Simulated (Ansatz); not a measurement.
# Hf4Si: competing structures

The calculation used Ansatz 0.2.0, DFT PBE, scalar-relativistic, plane waves, PAW. All cells share a 420 eV cutoff and Γ-centred k meshes spaced at most about 0.3 Å⁻¹ (about 0.25 or finer for metals, 2π included). No spin polarisation.

Formation energies are uncorrected and refer to the elements' standard structures at the same level.

These are static total energies at zero pressure. Only the structures computed here compete, so a lower one can exist. These runs have no spin–orbit coupling, which can matter for Hf.

Invented guesses were relaxed alike, and ends that match in structure were merged. ΔE counts from the first row. Coordination counts Hf atoms around Si (those within 1.25 times the shortest such distance or 1.15 times the sum of covalent radii, 1.27 where that leaves under three; a plus sign parts nearer from farther groups). The ends were matched against large subsets of the Crystallography Open Database and the Materials Project, so a missing match doesn't prove that a structure is unreported.

```csv
#,reached from,type and space group,atoms,Å³/atom,coordination,ΔE (meV/atom),gap on mesh (eV),in databases
1,a cell proposed by chemical analogy,P4/nbm (No. 125),10,21.6,Si 8,0,0.00,no match
2,a cell proposed by chemical analogy,I4/mmm (No. 139),5,20.4,Si 8+2,18,0.00,no match
3,"a relaxed cell, shaken at random and relaxed again",I4/m (No. 87),5,20.5,Si 8+4,47,0.00,no match
4,a cell proposed by chemical analogy,I4/m (No. 87),5,20.4,Si 12,72,0.00,no match
5,a cell proposed by chemical analogy,P-3m1 (No. 164),5,21.0,Si 6,135,0.00,no match
6,MoPd4 type (R-3m),R-3m (No. 166),5,21.1,Si 6,155,0.00,no match
```

The lowest: Space group P4/nbm (No. 125), tetragonal, a = 6.251 Å, c = 5.522 Å. Hf is surrounded by 2 Si at 2.73 Å, 1 Hf at 2.86 Å and 10 Hf at 3.15–3.45 Å; around Si lie 8 Hf at 2.73 Å. Its energy over the elements is −0.22 eV/atom. Whether it is stable depends on the other phases of the system, which aren't compared here. An observed structure of this formula, if there is one, may be missing.

```
Hf Si
1.0
     6.25103    0.00000    0.00000
     0.00000    6.25103    0.00000
     0.00000    0.00000    5.52189
Hf Si
8 2
Cartesian
  4.1381 1.0126 4.1282
  5.2385 4.1381 4.1282
  2.1129 1.0126 1.3937
  4.1381 5.2385 1.3937
  1.0126 2.1129 4.1282
  5.2385 2.1129 1.3937
  1.0126 4.1381 1.3937
  2.1129 5.2385 4.1282
  3.1255 3.1255 0.0000
  0.0000 0.0000 0.0000
```

The second: Space group I4/mmm (No. 139), tetragonal, a = 3.469 Å, c = 16.952 Å. Around Hf on its first site lie 8 Hf at 3.05–3.17 Å, 1 Si at 3.24 Å, 4 Hf at 3.47 Å and 1 Hf at 3.82 Å; around Hf on its second site lie 4 Si at 2.83 Å, 1 Hf at 2.84 Å, 4 Hf at 3.05 Å, 4 Hf at 3.47 Å and 1 Hf at 3.82 Å; Si is surrounded by 8 Hf at 2.83 Å, 2 Hf at 3.24 Å and 4 Si at 3.47 Å. Counting Hf atoms around Si, the first has Si 8 and the second has Si 8+2. Cells relaxed within their symmetry can be saddle points. Some types were kept out of the candidates beforehand, so the set may lack a known form.
